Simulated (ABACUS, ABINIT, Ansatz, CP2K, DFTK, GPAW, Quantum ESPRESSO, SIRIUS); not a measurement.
**Cost and result for the equilibrium volume of KTaO3**

**What was measured.** The equilibrium volume of KTaO3 (Pm-3m) is reported as 12.69 Å³/atom (arxiv:2208.05712). The runs below try to reproduce it.

```
Ta K O
1.0
     3.98830    0.00000    0.00000
     0.00000    3.98830    0.00000
     0.00000    0.00000    3.98830
Ta K O
1 1 3
Direct
  0.00000 0.00000 0.00000
  0.50000 0.50000 0.50000
  0.00000 0.00000 0.50000
  0.00000 0.50000 0.00000
  0.50000 0.00000 0.00000
```

| rung | level | program and potentials | cutoff (eV) | k mesh | smearing | task | core time | chip | equilibrium volume (Å³/atom) | miss | notes |
| --- | --- | --- | --- | --- | --- | --- | --- | --- | --- | --- | --- |
| LDA | LDA | ABINIT, JTH PAW LDA v2.0 | 626 | 5 × 5 × 5 | fermi-dirac 0.05 | relaxation of cell and atoms | 2.4 min | Arm Neoverse V1 | 12.33 | -2.8 % | - |
| GGA + dispersion | PBEsol+D3(zero damping) | GPAW, PAW data sets generated for this functional | 800 | 6 × 6 × 6 | fermi-dirac 0.05 | equation of state | 2.8 min | Intel Xeon 6975P-C Granite Rapids | 12.59 | -0.8 % | - |
| LDA | LDA | GPAW, PAW data sets generated for this functional | 800 | 6 × 6 × 6 | fermi-dirac 0.05 | equation of state | 2.8 min | Intel Xeon 6975P-C Granite Rapids | 12.30 | -3.1 % | - |
| non-local van der Waals functional | BEEF-vdW | GPAW, GPAW PAW data sets (gpaw-data 1.2.1) | 800 | 6 × 6 × 6 | fermi-dirac 0.05 | equation of state | 3 min | Intel Xeon 6975P-C Granite Rapids | 13.23 | +4.3 % | potentials made for PBE |
| GGA | PBEsol | GPAW, PAW data sets generated for this functional | 800 | 7 × 7 × 7 | fermi-dirac 0.05 | equation of state | 5.1 min | Arm Neoverse V2 | 12.69 | +0.0 % | - |
| GGA + dispersion | PBEsol+D3(BJ) | GPAW, PAW data sets generated for this functional | 800 | 6 × 6 × 6 | fermi-dirac 0.05 | equation of state | 5.3 min | Arm Neoverse V1 | 12.51 | -1.4 % | - |
| non-local van der Waals functional | vdW-DF-cx | GPAW, GPAW PAW data sets (gpaw-data 1.2.1) | 800 | 6 × 6 × 6 | fermi-dirac 0.05 | equation of state | 5.4 min | Arm Neoverse V1 | 12.83 | +1.1 % | potentials made for PBE |
| GGA | PBEsol | Quantum ESPRESSO, GBRV 1.5 PBEsol | 762 | 7 × 7 × 7 | fermi-dirac 0.05 | equation of state | 6.3 min | Intel Xeon 6975P-C Granite Rapids | 12.69 | +0.0 % | - |
| GGA | PBEsol | Ansatz, all-electron LAPW, scalar-relativistic | - | 7 × 7 × 7 | fermi-dirac 0.05 | equation of state | 6.7 min | Intel Xeon Platinum 8375C Ice Lake | 12.66 | -0.2 % | - |
| LDA | LDA | Quantum ESPRESSO, GBRV 1.5 LDA | 762 | 7 × 7 × 7 | fermi-dirac 0.05 | equation of state | 6.8 min | Arm Neoverse V2 | 12.39 | -2.4 % | - |
| GGA | PBE | ABACUS, PseudoDojo NC SR 0.4.1 PBE standard, plane waves | 1143 | 7 × 7 × 7 | fermi-dirac 0.05 | equation of state | 7.1 min | Intel Xeon Platinum 8175M Skylake/Cascade Lake | 12.97 | +2.2 % | - |
| GGA | PBE | GPAW, GPAW PAW data sets (gpaw-data 1.2.1) | 800 | 7 × 7 × 7 | fermi-dirac 0.05 | equation of state | 8.4 min | Arm Neoverse N1 | 13.09 | +3.2 % | - |
| GGA | PBE | Quantum ESPRESSO, SSSP 1.3 efficiency PBE | 816 | 7 × 7 × 7 | fermi-dirac 0.05 | equation of state | 9.4 min | Intel Xeon | 13.04 | +2.8 % | - |
| GGA | PBEsol | SIRIUS, PseudoDojo 0.4.1 PBEsol standard (scalar relativistic) | 1152 | 7 × 7 × 7 | fermi-dirac 0.05 | equation of state | 11 min | Intel Xeon Platinum 8375C Ice Lake | 12.58 | -0.9 % | - |
| GGA | PBE | DFTK, PseudoDojo SR PBE 0.4.1 standard (PBE) | 1143 | 7 × 7 × 7 | fermi-dirac 0.05 | equation of state | 19 min | Intel Xeon Platinum 8488C Sapphire Rapids | 12.97 | +2.2 % | - |
| GGA | PBEsol | CP2K, POTENTIAL_UZH Ta GTH-PBE-q13, K GTH-PBE-q9, O GTH-PBE-q6; TZVP-MOLOPT-PBE-GTH basis | - | 7 × 7 × 7 | fermi-dirac 0.05 | equation of state | 19 min | Intel Xeon Platinum 8488C Sapphire Rapids | 12.52 | -1.3 % | atomic basis; potentials made for PBE |

Times are single runs on shared hosts and different chips, so they are rough; meshes, cutoffs and the tasks' sizes weigh on the time. All rows: no spin polarisation. Smearing widths are in eV. Meshes differ between rows, which moves values too. Meshes are those of the run's cell of 5 atoms unless a note names another. Relaxations start from the cell shown or near it and stop with a little pressure left. Misses use the values as printed. Runs on faulty files, with rough fits or with known faults for this quantity aren't shown. No row holds spin-orbit coupling.

By rung: LDA 12.30 to 12.39; GGA + dispersion 12.51 to 12.59; GGA 12.58 to 13.09; non-local van der Waals functional 12.83 to 13.23; GGA in atomic bases 12.52 (Å³/atom). Measured: 12.69 Å³/atom (arxiv:2208.05712). Closest, coarse meshes and atomic bases left aside, is PBEsol with GPAW, PAW data sets generated for this functional (+0.0 %), and PBE misses by +2.2 % to +3.2 % on plain settings. The runs are for a static lattice, while measurements hold temperature and zero-point motion.
